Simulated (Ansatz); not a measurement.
## GaCuSe2: changing the functional

The cell as given:

```
Se Ga Cu
1.0
    -2.80955    2.80955    5.51300
     2.80955   -2.80955    5.51300
     2.80955    2.80955   -5.51300
Se Ga Cu
4 2 2
Direct
  0.12562 0.62500 0.00062
  0.87500 0.87438 0.49938
  0.62438 0.12500 0.99938
  0.37500 0.37562 0.50062
  0.25000 0.75000 0.50000
  0.50000 0.50000 0.00000
  0.75000 0.25000 0.50000
  0.00000 0.00000 0.00000
```

The cell comes from a database or a generator and needn't be the form met in nature.

Kept alike: task relaxation of cell and atoms; k mesh 7 × 7 × 7; occupations fermi-dirac, width 0.05 eV; no spin polarisation. Program: Ansatz, Ansatz PAW. Cutoffs run from 420 to 500 eV. The mesh is that of the run's cell of 8 atoms. No spin-orbit coupling.

| run | volume (Å³/atom) |
| --- | --- |
| A | 22.647 |
| B | 21.811 |
| C | 20.782 |
| D | 21.473 |

The relaxations keep at least the cell's symmetry (I-42d). Relaxations stop with a little pressure left, so the last digits of a volume or edge aren't settled. All rows use potentials made for PBE.

**Question.** The runs differ in the functional (and the cutoff that goes with it) alone: LDA; PBE; PBEsol; r2SCAN. Which run is which?

**Answer.** Run A is PBE; run B is r2SCAN; run C is LDA; run D is PBEsol. The volume runs from 20.782 (LDA) to 22.647 Å³/atom (PBE). From PBE: LDA -1.865; PBEsol -1.174; r2SCAN -0.836.
